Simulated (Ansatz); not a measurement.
Here is an Ansatz 0.2.0 calculation.

Contents of input:

```
crystal:
  lattice:
    - [0.0, 2.731, 2.731]
    - [2.731, 0.0, 2.731]
    - [2.731, 2.731, 0.0]
  atoms:
    - { symbol: Ca, position: [0.0, 0.0, 0.0] }
    - { symbol: F, position: [0.75, 0.75, 0.75] }
    - { symbol: F, position: [0.25, 0.25, 0.25] }
hamiltonian:
  xc: { exchange: pbe, correlation: pbe, exx: { coeff: 0.25, omega: 0.2 } }
  pseudopotentials: { kind: paw }
kpoints:
  mp_grid: { grid: [4, 4, 4] }
scf:
  occupations: { method: fermi_dirac, width: 0.05 }
output:
  forces: true
  stress: true
  eigenvalues: true
```

(1) What does it give for the pressure?

(2) What does it give for the band gap on the k mesh?

Results:

(1) 0.3 GPa.

(2) 9.39 eV, indirect (least direct gap 9.66 eV).

Caveat: the k mesh is coarse (spacing up to 0.50 Å⁻¹), so the values aren't converged, least of all with exact exchange; the PAW data sets come from PBE, with cores solved anew for the run's functional, which leaves a small shift of forces and pressure; the thresholds are loose for stress.
